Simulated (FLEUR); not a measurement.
# MnS (Rambergite): parallel and opposed starts, part 2 of 2

Aim: find out whether MnS (Rambergite) carries moments, and which collinear order costs least.

FLEUR MaX-R8.1; PBE; all-electron FLAPW, Dirac cores, scalar-relativistic bands.

So far, largest spin moment in the muffin-tin sphere (μB): step 2 (start 1: ferro ++) 4.54; step 3 (run 2 (antiferro +-)) 4.36; step 5 (run 4 (antiferro q=(0,1/2,0) +--+)) 4.27.

The database entry behind the starting cell differs from later determinations by our own check (about 0.3 % short against later determinations), so it need not match the best structure at ambient conditions.

### 6. Order 5, typed as no spin polarisation

A spinless run gives the zero against which the gain from the moments is read.

The k list default-1 (kpts.xml, not shown) is a Γ-centred 6×6×6 mesh.

Input file inp.xml:

```
<?xml version="1.0" encoding="UTF-8" standalone="no"?>
<fleurInput fleurInputVersion="0.39">
   <comment>
      MnS
   </comment>
   <calculationSetup>
      <cutoffs Kmax="4.29" Gmax="12.9" GmaxXC="12.9" numbands="0"/>
      <scfLoop itmax="90" minDistance="0.00002" maxIterBroyd="15" imix="Anderson" alpha="0.05" precondParam="0.0" spinf="2.0" sdNocoIR="T"/>
      <coreElectrons ctail="T" frcor="F" kcrel="0" coretail_lmax="0"/>
      <xcFunctional name="pbe" relativisticCorrections="F"/>
      <magnetism jspins="1"/>
      <soc l_soc="F" theta="0.0" phi="0.0" spav="F"/>
      <expertModes spex="0" secvar="F"/>
      <geometryOptimization l_f="F" forcealpha="1.0" forcemix="BFGS" epsdisp="0.00001" epsforce="0.00001"/>
      <ldaU l_linMix="F" mixParam="0.05" spinf="1.0"/>
   </calculationSetup>
   <cell>
      <bzIntegration valenceElectrons="42.0" mode="hist" fermiSmearingEnergy="0.00183747">
         <kPointListSelection listName="default-1"/>
         <xi:include xmlns:xi="http://www.w3.org/2001/XInclude" href="kpts.xml"> </xi:include>
      </bzIntegration>
      <xi:include xmlns:xi="http://www.w3.org/2001/XInclude" href="sym.xml"> </xi:include>
      <bulkLattice scale="1.0">
         <bravaisMatrix>
            <row-1>    7.5135510713529081     0.0000000000188973     0.0000000000000000</row-1>
            <row-2>   -3.7567755356859025     6.5069261004216132     0.0000000000000000</row-2>
            <row-3>    0.0000000000000000     0.0000000000000000    12.1547184334272007</row-3>
         </bravaisMatrix>
      </bulkLattice>
   </cell>
   <atomSpecies>
      <species name="Manganese (Mn)" element="Mn" atomicNumber="25">
         <mtSphere radius="2.69" gridPoints="889" logIncrement="0.014"/>
         <atomicCutoffs lmax="10" lnonsphr="8"/>
         <electronConfig flipSpins="F">
            <coreConfig>(1s1/2) (2s1/2) (2p1/2) (2p3/2)</coreConfig>
            <valenceConfig>(3s1/2) (3p1/2) (3p3/2) (4s1/2) (3d3/2) (3d5/2)</valenceConfig>
            <stateOccupation state="(3d3/2)" spinUp="1.000000" spinDown="1.000000"/>
            <stateOccupation state="(3d5/2)" spinUp="1.500000" spinDown="1.500000"/>
         </electronConfig>
         <energyParameters s="4" p="4" d="3" f="4"/>
         <lo type="SCLO" l="0" n="3" eDeriv="0"/>
         <lo type="SCLO" l="1" n="3" eDeriv="0"/>
      </species>
      <species name="Sulfur (S)" element="S" atomicNumber="16">
         <mtSphere radius="1.75" gridPoints="579" logIncrement="0.02"/>
         <atomicCutoffs lmax="6" lnonsphr="4"/>
         <electronConfig flipSpins="F">
            <coreConfig>(1s1/2) (2s1/2) (2p1/2) (2p3/2)</coreConfig>
            <valenceConfig>(3s1/2) (3p1/2) (3p3/2)</valenceConfig>
            <stateOccupation state="(3p1/2)" spinUp="0.666667" spinDown="0.666667"/>
            <stateOccupation state="(3p3/2)" spinUp="1.333333" spinDown="1.333333"/>
         </electronConfig>
         <energyParameters s="3" p="3" d="3" f="4"/>
      </species>
   </atomSpecies>
   <atomGroups>
      <atomGroup species="Manganese (Mn)">
         <relPos label="                   1">1.000/3.000 -1.000/3.000 .0000000000</relPos>
         <relPos label="                   2">-1.000/3.000 1.000/3.000 1.000/2.000</relPos>
         <force calculate="T" relaxXYZ="TTT"/>
      </atomGroup>
      <atomGroup species="Sulfur (S)">
         <relPos label="                   3">1.000/3.000 -1.000/3.000 .3850000000</relPos>
         <relPos label="                   4">-1.000/3.000 1.000/3.000 -.1150000000</relPos>
         <force calculate="T" relaxXYZ="TTT"/>
      </atomGroup>
   </atomGroups>
   <output dos="F" band="F" slice="F">
      <bandDOS minEnergy="-.5*Htr" maxEnergy="0.5*Htr" sigma="0.015" storeEVData="T"/>
      <plotting iplot="0" polar="F">
         <plot TwoD="T" vec1="  1.0  0.0  0.0" vec2="  0.0  1.0  0.0" vec3="  0.0  0.0  1.0" zero="  0.0  0.0  0.0" file="plot"/>
      </plotting>
      <moessbauerParams electricFieldGradient="F" isomerShift="F" coreHyperfine="F" valenceHyperfine="F"/>
   </output>
</fleurInput>
```

Input file crystal.txt:

```
MnS
&input film=F cartesian=F /
3.97599999997  0.00000000001  0.00000000000
-1.98799999999  3.44331700542  0.00000000000
0.00000000000  0.00000000000  6.43200000000
1.8897261246
1.0 1.0 1.0

4
25 0.33333333333  0.66666666667  0.00000000000
25 0.66666666667  0.33333333333  0.50000000000
16 0.33333333333  0.66666666667  0.38500000000
16 0.66666666667  0.33333333333  0.88500000000

&kpt div1=6 div2=6 div3=6 gamma=T /
```

The run is started by

```console
$ OMP_NUM_THREADS=1 inpgen -f crystal.txt > inpgen.log  # inp.xml is then edited as shown
$ OMP_NUM_THREADS=1 mpirun -n 4 fleur_MPI > fleur.log
```

It took 1.7 min on 4 MPI ranks of Arm Neoverse V1, shared host; peak memory 0.32 GiB.

Read from the output:

```
free energy                                                       : -84781.3061 eV
program's band gap on this mesh (in a metal only a level spacing) : 1.61e-4 eV
final state                                                       : non-magnetic (no spin polarisation)
```

It lies 1680 meV a seeded atom over the first start.

### 7. The states side by side

Free energies are divided by the number of seeded atoms, so that cells of unlike size compare. Wavevectors q in the names are fractions of the primitive cell's reciprocal vectors.

Orders:

| start | final state | typed order kept | energy over the lowest (meV a seeded atom) | largest sphere moment (μB) | net moment (μB a primitive cell) | mesh matched | CPU time (s) |
| --- | --- | --- | --- | --- | --- | --- | --- |
| ferro ++ | ferromagnetic | yes | 272.4 | 4.536 | 9.918 | yes | 760.7 |
| antiferro +- | antiferromagnetic | yes | 96.22 | 4.363 | 0 | yes | 1038 |
| antiferro q=(0,1/2,0) +--+ | antiferromagnetic | yes | 0 | 4.274 | 0 | yes | 8630 |
| no spin polarisation | non-magnetic | - | 1952 | 0 | 0 | yes | 418.3 |

### 8. Results

```yaml
lowest_state_found: antiferromagnetic (typed antiferro q=(0,1/2,0) +--+)
largest_site_spin_moment: 4.27 μB
next_finished_state: antiferromagnetic, 96.2 meV a seeded atom higher
energy_gained_by_spin_polarisation: 1952 meV a seeded atom
```

**Reading.** The lowest state found is antiferromagnetic, reached from the start antiferro q=(0,1/2,0) +--+, with moments up to 4.27 μB. The next finished state costs 96 meV a seeded atom. Forming the largest moments gains far more than ordering them, so they should outlast the ordering temperature. 1 start gave no converged result and is missing from the ranking; where cut off, the energy had nearly settled 24 meV a seeded atom over the lowest. This is the lowest of 4 finished starts, no proof of the ground state.

[Logs and program files are shortened in this print: banners, set-up blocks, solver, clock and traceback lines can be left out without a mark of their own.]

[Logs are printed without paths, hosts, clocks, repeated set-up lines and the standing remarks that a program may print on its own settings, such as how far it seeks lower states.]

[Hosts, paths, dates, database ids (printed as entryN), source tags and the programs' standing remarks are cut or masked in the printed files.]

[Where a cell is said to come from a database of computed structures, the database is the Materials Project.]
